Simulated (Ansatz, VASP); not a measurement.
# Two plane-wave programs on KZnF3

Contents of INCAR:

```
PREC = Accurate
ENCUT = 520
EDIFF = 1E-7
ISMEAR = 0
SIGMA = 0.02
LREAL = F
LASPH = T
NELM = 100
ALGO = Normal
ISIF = 2
LWAVE = F
LCHARG = T
GGA = CA
LELF = T
LVHAR = T
NBANDS = 29
```

Contents of KPOINTS:

```
regular mesh
0
Gamma
  6 6 6
```

File POSCAR:

```
KZnF3
1.0
    4.1275598768      0.0000000000      0.0000000000
    0.0000000000      4.1275598768      0.0000000000
    0.0000000000      0.0000000000      4.1275598768
K Zn F
1 1 3
Direct
    0.0000000000      0.0000000000      0.0000000000
    0.5000000000      0.5000000000      0.5000000000
    0.5000000000      0.5000000000      0.0000000000
    0.0000000000      0.5000000000      0.5000000000
    0.5000000000      0.0000000000      0.5000000000
```

Input for Ansatz:

```yaml
crystal:
  lattice:
    - [4.1275598768, 0.0, 0.0]
    - [0.0, 4.1275598768, 0.0]
    - [0.0, 0.0, 4.1275598768]
  atoms:
    - { symbol: K, position: [0.0, 0.0, 0.0] }
    - { symbol: Zn, position: [0.5, 0.5, 0.5] }
    - { symbol: F, position: [0.5, 0.5, 0.0] }
    - { symbol: F, position: [0.0, 0.5, 0.5] }
    - { symbol: F, position: [0.5, 0.0, 0.5] }
basis:
  ecutwfc: 420
kpoints:
  mp_grid: { grid: [6, 6, 6] }
  band_path:
    path:
      - [[0.0, 0.0, 0.0], [0.0, 0.5, 0.0], [0.5, 0.5, 0.0], [0.0, 0.0, 0.0], [0.5, 0.5, 0.5], [0.0, 0.5, 0.0]]
      - [[0.5, 0.5, 0.5], [0.5, 0.5, 0.0]]
    npoints: 14
hamiltonian:
  xc: lda
scf:
  occupations: { method: gaussian, width: 0.02 }
  n_extra_bands: 12
output:
  forces: true
  stress: true
  eigenvalues: true
  populations: true
  dos: { projected: true, de: 0.02, nscf_kmesh: { grid: [9, 9, 9] } }
  bader: true
  write_density: true
  write_potential: true
  elf: true
  volumetric_format: npy
```

Alike in both runs: task single point; functional LDA; k mesh 6 × 6 × 6; occupations gaussian, width 0.02 eV; no spin polarisation.

|  | VASP | Ansatz |
| --- | --- | --- |
| version | VASP 6.6.1 | Ansatz 0.2.0 |
| potentials or method | VASP PAW LDA potentials, release 64 (K_sv, Zn, F) | scalar-relativistic, plane waves, PAW |
| plane-wave cutoff (eV) | 520 | 420 |
| valence electrons in the cell | 42 | 42 |

|  | VASP | Ansatz | Ansatz less VASP |
| --- | --- | --- | --- |
| gap on the k mesh at the Fermi level (eV) | 3.45 | 3.48 | +0.033 |
| least direct gap on the mesh (eV) | 4.93 | 4.95 | +0.020 |
| pressure (GPa) | -8.1 | -8.3 | -0.28 |

A k mesh can miss the band edges.
